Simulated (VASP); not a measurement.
# GaN (Immm) in VASP: further runs

The runs below take GaN through single point, with LDA.

Everything below comes from runs of VASP 6.6.1. Logs are shortened: lines on timing, memory, paths and dates and some standing lists are left out, and cuts for length are marked.

### 1 The cell of the first run

It takes space group Immm (No. 71, orthorhombic). The conventional cell has a = 2.997 Å, b = 3.042 Å, c = 4.270 Å, α = 90.00°, β = 90.00°, γ = 90.00°. Ga (site symmetry mmm) has 6 N at 2.14 Å as nearest neighbours. Around N (site symmetry mmm) lie 6 Ga at 2.14 Å.

The cell comes from a database or a generator and needn't be the stable form of this composition.

### 2 Single point, LDA (strain +0.0150 x Voigt [0, 0, 0, 0, 1, 0], atoms carried along)

The input, INCAR:

```
PREC = Accurate
ENCUT = 520
EDIFF = 1E-6
ISMEAR = 0
SIGMA = 0.03
LREAL = False
LASPH = True
NELM = 80
ALGO = Fast
ISIF = 2
LWAVE = False
LCHARG = False
NBANDS = 16
```

The input, KPOINTS:

```
Automatic mesh
0
Gamma
  14 14 14
```

The input, POSCAR:

```
GaN
1.0
    0.0160142625      2.1352350000      2.1352350000
    2.1512492625      0.0000000000      2.1512492625
    2.1352350000      2.1352350000      0.0160142625
Ga N
1 1
Direct
    0.0000000000      0.0000000000      0.0000000000
    0.5000000000      0.5000000000      0.5000000000
```

Potentials or basis: VASP PAW LDA potentials, release 64 (Ga_d, N).

The run is started by

```
$ cat potpaw_LDA.64/Ga_d/POTCAR potpaw_LDA.64/N/POTCAR > POTCAR
$ mpirun -np 1 vasp_std > vasp.out
```

OUTCAR:

```text
PREC = Accurate
   ENCUT = 520
   EDIFF = 1E-6
   ISMEAR = 0
   LREAL = False
   LASPH = True
   NELM = 80
   ISIF = 2

 ion  position               nearest neighbor table
   1  0.000  0.000  0.000-   2 2.14   2 2.14   2 2.14   2 2.14   2 2.14   2 2.14
   2  0.500  0.500  0.500-   1 2.14   1 2.14   1 2.14   1 2.14   1 2.14   1 2.14

  LATTYP: Found a body centered orthorhombic cell.
 ALAT       =     2.9970307086
 B/A-ratio  =     1.0151133501
 C/A-ratio  =     1.4249003147

  Lattice vectors:

 A1 = (   0.0160142625,  -2.1352350000,   2.1352350000)
 A2 = (  -0.0160142625,  -2.1352350000,  -2.1352350000)
 A3 = (   2.1352350000,   2.1352350000,   0.0160142625)

Analysis of symmetry for initial positions (statically):
=====================================================================
 Subroutine PRICEL returns:
 Original cell was already a primitive cell.

 Routine SETGRP: Setting up the symmetry group for a
 body centered orthorhombic supercell.

 Subroutine GETGRP returns: Found  8 space group operations
 (whereof  8 operations were pure point group operations)
 out of a pool of  8 trial point group operations.

The static configuration has the point symmetry D_2h.

Analysis of symmetry for dynamics (positions and initial velocities):
=====================================================================
 Subroutine PRICEL returns:
 Original cell was already a primitive cell.

 Routine SETGRP: Setting up the symmetry group for a
 body centered orthorhombic supercell.

 Subroutine GETGRP returns: Found  8 space group operations
 (whereof  8 operations were pure point group operations)
 out of a pool of  8 trial point group operations.

The dynamic configuration has the point symmetry D_2h.

 Subroutine INISYM returns: Found  8 space group operations
 (whereof  8 operations are pure point group operations),
 and found     1 'primitive' translations

----------------------------------------------------------------------------------------

                                     Primitive cell

  volume of cell :      19.4690

  direct lattice vectors                    reciprocal lattice vectors
     0.016014263  2.135235000  2.135235000    -0.235935781  0.234166263  0.235935781
     2.151249262  0.000000000  2.151249262     0.232423090 -0.234166263  0.232423090
     2.135235000  2.135235000  0.016014263     0.235935781  0.234166263 -0.235935781

  length of vectors
     3.019720760  3.042325883  3.019720760     0.407633689  0.403577531  0.407633689

  position of ions in fractional coordinates (direct lattice)
     0.000000000  0.000000000  0.000000000
[... 82 lines left out ...]
   IBRION =     -1    ionic relax: 0-MD 1-quasi-New 2-CG
   NFREE  =      0    steps in history (QN), initial steepest desc. (CG)
   ISIF   =      2    stress and relaxation
   ISYM   =      2    0-nonsym 1-usesym 2-fastsym
   POTIM  = 0.5000    time-step for ionic-motion
   TEBEG  =    0.0;   TEEND  =   0.0 temperature during run
   PSTRESS=    0.0 pullay stress
   NELECT =      18.0000    total number of electrons
   NUPDOWN=      -1.0000    fix difference up-down
   EMIN   =  10.00;   EMAX   =-10.00  energy-range for DOS
   EFERMI =   0.00;   METHOD = LEGACY
   ISMEAR =     0;   SIGMA  =   0.03  broadening in eV -4-tet -1-fermi 0-gaus
   EFERMI_NEDOS =   21; number of points for ismear=-14 and -15
   IALGO  =     68    algorithm
   IMIX   =      4    mixing-type and parameters
     AMIX     =   0.40;   BMIX     =  1.00
     AMIX_MAG =   1.60;   BMIX_MAG =  1.00
  volume/ion in A,a.u.               =       9.73        65.69
  Fermi-wavevector in a.u.,A,eV,Ry     =   1.594844  3.013818 34.606779  2.543526
  Thomas-Fermi vector in A             =   2.692855
   LORBIT       =      0    0 simple, 1 ext, 2 COOP (PROOUT), +10 PAW based schemes
   GGA     = CA    functional components
   LHFCALC =     F    Hartree Fock is set to
   AEXX    =    0.0000 exact exchange contribution
   IVDW    =     0    specifies the selected vdW correction
   LEPSILON=     F    determine dielectric tensor
   LRPA    =     F    only Hartree local field effects (RPA)
 non-spin polarized calculation
 RMM-DIIS sequential band-by-band and
 Gauss-broadening in eV      SIGMA  =   0.03
  energy-cutoff  :      520.00
  volume of cell :       19.47
 maximum number of plane-waves:       540
   NGX = 11   NGY = 11   NGZ = 11

 number of electron      18.0000005 magnetization

 Free energy of the ion-electron system (eV)
  ---------------------------------------------------
  ext. energy  EPLUGINS =         0.00000000
  ---------------------------------------------------
  free energy    TOTEN  =       -13.03593372 eV

  energy without entropy =      -13.03593367  energy(sigma->0) =      -13.03593369

 E-fermi :   7.4360     XC(G=0): -13.3030

 val. band max:        7.3582545928   @ k =   0.1429   0.3571   0.1429
 cond. band min:       7.5076177412   @ k =   0.5000   0.0000   0.5000
 fundamental gap:      0.1493631484
 Fermi energy:         7.4359560390

 k-point     1 :       0.0000    0.0000    0.0000
  band No.  band energies     occupation
      1      -9.5997      2.00000
      2      -6.8162      2.00000
      3      -6.8158      2.00000
      4      -6.8111      2.00000
      5      -6.7239      2.00000
      6      -6.7226      2.00000
[... 433 lines left out ...]
      3      -6.8048      2.00000
      4      -6.7946      2.00000
      5      -6.7577      2.00000
      6      -6.7118      2.00000
[... 8 lines left out ...]
     15      24.1638      0.00000
     16      24.5508      0.00000

 [... further k-points ...]

------------------------ aborting loop because EDIFF is reached ----------------------------------------

  FORCE on cell =-STRESS in cart. coord.  units (eV):
  Direction    XX          YY          ZZ          XY          YZ          ZX
  --------------------------------------------------------------------------------------
  -------------------------------------------------------------------------------------
  Total       -1.5259054     -1.5338440     -1.5259054     -0.0000000     -0.0000000     -0.3807586
  in kB     -125.5728010   -126.2261046   -125.5728010     -0.0000000     -0.0000000    -31.3341327
  external PRESSURE =    -125.7905689 kB  Pullay stress =       0.0000000 kB

 VOLUME and BASIS-vectors are now :
 -----------------------------------------------------------------------------
  energy-cutoff  :      520.00
  volume of cell :       19.47
      direct lattice vectors                 reciprocal lattice vectors
     0.016014263  2.135235000  2.135235000    -0.235935781  0.234166263  0.235935781
     2.151249262  0.000000000  2.151249262     0.232423090 -0.234166263  0.232423090
     2.135235000  2.135235000  0.016014263     0.235935781  0.234166263 -0.235935781

 POSITION                                       TOTAL-FORCE (eV/Angst)
 -----------------------------------------------------------------------------------
      0.00000      0.00000      0.00000        -0.000000      0.000000     -0.000000
      2.15125      2.13524      2.15125         0.000000      0.000000      0.000000
 -----------------------------------------------------------------------------------
    total drift:                                0.000000     -0.000000     -0.000000

  FREE ENERGIE OF THE ION-ELECTRON SYSTEM (eV)
  ---------------------------------------------------
  free  energy   TOTEN  =       -13.0359337244 eV

  energy  without entropy=      -13.0359336654  energy(sigma->0) =      -13.03593369
```

OSZICAR:

```text
N       E                     dE             d eps       ncg     rms          rms(c)
DAV:   1     0.705620690725E+02    0.70562E+02   -0.92713E+03 15920   0.210E+03
DAV:   2    -0.105677191722E+02   -0.81130E+02   -0.75566E+02 15584   0.311E+02
DAV:   3    -0.147744715844E+02   -0.42068E+01   -0.41923E+01 15952   0.603E+01
DAV:   4    -0.148078279508E+02   -0.33356E-01   -0.33353E-01 16856   0.556E+00
DAV:   5    -0.148082062771E+02   -0.37833E-03   -0.37832E-03 16328   0.558E-01    0.704E+00
RMM:   6    -0.130994662631E+02    0.17087E+01   -0.21616E+00 19781   0.102E+01    0.217E+00
RMM:   7    -0.130606746963E+02    0.38792E-01   -0.92791E-02 19188   0.315E+00    0.142E+00
RMM:   8    -0.130370333982E+02    0.23641E-01   -0.38222E-02 20110   0.189E+00    0.277E-01
RMM:   9    -0.130358810919E+02    0.11523E-02   -0.45615E-03 21189   0.557E-01    0.679E-02
RMM:  10    -0.130359364912E+02   -0.55399E-04   -0.53842E-04 21514   0.205E-01    0.296E-02
RMM:  11    -0.130359335703E+02    0.29209E-05   -0.54804E-05 21355   0.659E-02    0.637E-03
RMM:  12    -0.130359352434E+02   -0.16731E-05   -0.67946E-06 17146   0.242E-02    0.104E-02
RMM:  13    -0.130359337261E+02    0.15173E-05   -0.37271E-06 16369   0.155E-02    0.440E-03
RMM:  14    -0.130359337244E+02    0.16685E-08   -0.44533E-07  9865   0.751E-03
   1 F= -.13035934E+02 E0= -.13035934E+02  d E =-.590423E-07
```

stdout:

```text
POSCAR found type information on POSCAR GaN
 POSCAR found :  2 types and       2 ions
 scaLAPACK will be used
 LDA part: xc-table for (Slater(with rela. corr.)+CA(PZ))
 , standard interpolation
 POSCAR, INCAR and KPOINTS ok, starting setup
 FFT: planning ... GRIDC
 FFT: planning ... GRID_SOFT
 FFT: planning ... GRID
 WAVECAR not read
 entering main loop
WARNING in EDDRMM: call to ZHEGV failed, returncode =   8  4     13
```

Run time: 84 s. Hardware: 1 thread of AMD EPYC 9R45 (Zen 5), shared host; peak memory 0.2 GiB.

What came out:

```yaml
Free_energy: -13.0359 eV
Pressure: -12.6 GPa
Band_gap_on_the_k_mesh: 0.15 eV, indirect (least direct gap 2.35 eV)
```

Stress tensor (GPa, compression positive):
```
-12.56   0.00  -3.13
  0.00 -12.62   0.00
 -3.13   0.00 -12.56
```

### 3 Single point, LDA (strain +0.0125 x Voigt [0, 0, 0, 0, 1, 0], atoms carried along)

The input, INCAR:

```
ALGO     = Fast           # electronic algorithm
EDIFF    = 1E-7           # SCF threshold, eV
ENCUT    = 520            # plane-wave cutoff, eV
GGA      = CA             # functional
ISIF     = 2              # what is computed and relaxed
ISMEAR   = 0              # smearing method
LASPH    = True           # aspherical terms in the spheres
LCHARG   = True           # write CHGCAR
LELF     = True           # ELF
LREAL    = False          # projectors in reciprocal space
LVHAR    = True         
LWAVE    = False          # write WAVECAR
NBANDS   = 16             # bands
NELM     = 100            # most SCF steps
PREC     = Accurate       # precision mode
SIGMA    = 0.03           # smearing width, eV
```

The input, KPOINTS:

```
k-points
0
Gamma
  14 14 14
```

The input, POSCAR:

```
GaN
1.0
    0.0133452188      2.1352350000      2.1352350000
    2.1485802188      0.0000000000      2.1485802188
    2.1352350000      2.1352350000      0.0133452188
Ga N
1 1
Direct
    0.0000000000      0.0000000000      0.0000000000
    0.5000000000      0.5000000000      0.5000000000
```

Potentials or basis: VASP PAW LDA potentials, release 64 (Ga_d, N).

The run is started by

```
$ cat potpaw_LDA.64/Ga_d/POTCAR potpaw_LDA.64/N/POTCAR > POTCAR
$ mpirun -np 1 vasp_std > vasp.out
```

It took 92 s on 1 thread of AMD EPYC 9R45 (Zen 5), shared host; peak memory 0.2 GiB.

Results (log left out):

| Property | Result |
| --- | --- |
| Free energy | -13.0368 eV |
| Pressure | -12.6 GPa |
| Band gap on the k mesh | 0.16 eV, indirect (least direct gap 2.36 eV) |

Stress tensor (GPa, compression positive):
```
-12.59   0.00  -2.61
  0.00 -12.63   0.00
 -2.61   0.00 -12.59
```

Levels at points of the mesh, in eV from the valence-band top:
```csv
k point,band 7,band 8,band 9,band 10,band 11,band 12
"(0.00, 0.00, 0.00)",-0.63,-0.55,-0.47,1.90,14.24,14.42
"(0.50, 0.00, 0.00)",-8.18,-0.28,-0.23,4.40,8.53,8.62
"(0.00, 0.50, 0.00)",-8.29,-0.22,-0.17,4.55,8.71,8.77
"(0.50, 0.50, 0.00)",-7.00,-3.02,-3.02,0.17,7.67,11.40
"(0.50, 0.00, 0.50)",-7.00,-3.13,-2.90,0.16,7.68,11.41
```

A k mesh can miss the band edges.

### 4 Single point, LDA (strain +0.0050 x Voigt [0, 0, 0, 0, 1, 0], atoms carried along)

The input, INCAR:

```
PREC = Accurate
ENCUT = 520
EDIFF = 1E-6
ISMEAR = 0
SIGMA = 0.03
LREAL = F
LASPH = T
NELM = 80
ALGO = Fast
ISIF = 2
LWAVE = F
LCHARG = F
NBANDS = 16
```

The input, KPOINTS:

```
Automatic mesh
0
Gamma
  14 14 14
```

The input, POSCAR:

```
GaN
1.0
    0.0053380875      2.1352350000      2.1352350000
    2.1405730875      0.0000000000      2.1405730875
    2.1352350000      2.1352350000      0.0053380875
Ga N
1 1
Direct
    0.0000000000      0.0000000000      0.0000000000
    0.5000000000      0.5000000000      0.5000000000
```

Potentials or basis: VASP PAW LDA potentials, release 64 (Ga_d, N).

The run is started by

```
$ cat potpaw_LDA.64/Ga_d/POTCAR potpaw_LDA.64/N/POTCAR > POTCAR
$ mpirun -np 1 vasp_std > vasp.out
```

OUTCAR:

```text
PREC = Accurate
   ENCUT = 520
   EDIFF = 1E-6
   ISMEAR = 0
   LREAL = F
   LASPH = T
   NELM = 80
   ISIF = 2

 ion  position               nearest neighbor table
   1  0.000  0.000  0.000-   2 2.14   2 2.14   2 2.14   2 2.14   2 2.14   2 2.14
   2  0.500  0.500  0.500-   1 2.14   1 2.14   1 2.14   1 2.14   1 2.14   1 2.14

  LATTYP: Found a body centered orthorhombic cell.
 ALAT       =     3.0121291001
 B/A-ratio  =     1.0050125313
 C/A-ratio  =     1.4177579573

[... 646 lines left out ...]

------------------------ aborting loop because EDIFF is reached ----------------------------------------

  FORCE on cell =-STRESS in cart. coord.  units (eV):
  Direction    XX          YY          ZZ          XY          YZ          ZX
  --------------------------------------------------------------------------------------
  -------------------------------------------------------------------------------------
  Total       -1.5307113     -1.5315545     -1.5307113      0.0000000      0.0000000     -0.1268745
  in kB     -125.9619996   -126.0313873   -125.9619996      0.0000000      0.0000000    -10.4404842
  external PRESSURE =    -125.9851288 kB  Pullay stress =       0.0000000 kB

 VOLUME and BASIS-vectors are now :
 -----------------------------------------------------------------------------
  energy-cutoff  :      520.00
  volume of cell :       19.47
      direct lattice vectors                 reciprocal lattice vectors
     0.005338087  2.135235000  2.135235000    -0.234753146  0.234166263  0.234753146
     2.140573087  0.000000000  2.140573087     0.233582307 -0.234166263  0.233582307
     2.135235000  2.135235000  0.005338087     0.234753146  0.234166263 -0.234753146

 POSITION                                       TOTAL-FORCE (eV/Angst)
 -----------------------------------------------------------------------------------
      0.00000      0.00000      0.00000        -0.000000      0.000000      0.000000
      2.14057      2.13524      2.14057         0.000000      0.000000     -0.000000
 -----------------------------------------------------------------------------------
    total drift:                                0.000000     -0.000000     -0.000000

  FREE ENERGIE OF THE ION-ELECTRON SYSTEM (eV)
  ---------------------------------------------------
  free  energy   TOTEN  =       -13.0383877348 eV

  energy  without entropy=      -13.0383877342  energy(sigma->0) =      -13.03838773
```

stdout:

```text
POSCAR found type information on POSCAR GaN
 POSCAR found :  2 types and       2 ions
 scaLAPACK will be used
 LDA part: xc-table for (Slater(with rela. corr.)+CA(PZ))
 , standard interpolation
 POSCAR, INCAR and KPOINTS ok, starting setup
 FFT: planning ... GRIDC
 FFT: planning ... GRID_SOFT
 FFT: planning ... GRID
 WAVECAR not read
 entering main loop
WARNING in EDDRMM: call to ZHEGV failed, returncode =   8  4     14
WARNING in EDDRMM: call to ZHEGV failed, returncode =   6  3     14
WARNING in EDDRMM: call to ZHEGV failed, returncode =   6  3     13
WARNING in EDDRMM: call to ZHEGV failed, returncode =   8  4     14
WARNING in EDDRMM: call to ZHEGV failed, returncode =   8  4     14
```

Wall time 85 s (1 thread of AMD EPYC 9R45 (Zen 5), shared host); peak memory 0.2 GiB.

What came out:

* Free energy: -13.0384 eV
* Pressure: -12.6 GPa
* Band gap on the k mesh: 0.20 eV, indirect (least direct gap 2.41 eV)

Levels at points of the mesh, in eV from the valence-band top:
| k point | band 7 | band 8 | band 9 | band 10 | band 11 | band 12 |
| --- | --- | --- | --- | --- | --- | --- |
| (0.00, 0.00, 0.00) | -0.55 | -0.52 | -0.49 | 1.93 | 14.38 | 14.45 |
| (0.50, 0.00, 0.00) | -8.18 | -0.22 | -0.20 | 4.48 | 8.64 | 8.68 |
| (0.00, 0.50, 0.00) | -8.23 | -0.19 | -0.17 | 4.54 | 8.71 | 8.75 |
| (0.50, 0.50, 0.00) | -6.96 | -2.99 | -2.99 | 0.20 | 7.71 | 11.44 |
| (0.50, 0.00, 0.50) | -6.96 | -3.03 | -2.94 | 0.20 | 7.71 | 11.44 |

A k mesh can miss the band edges.

[end of part 1 of 2]
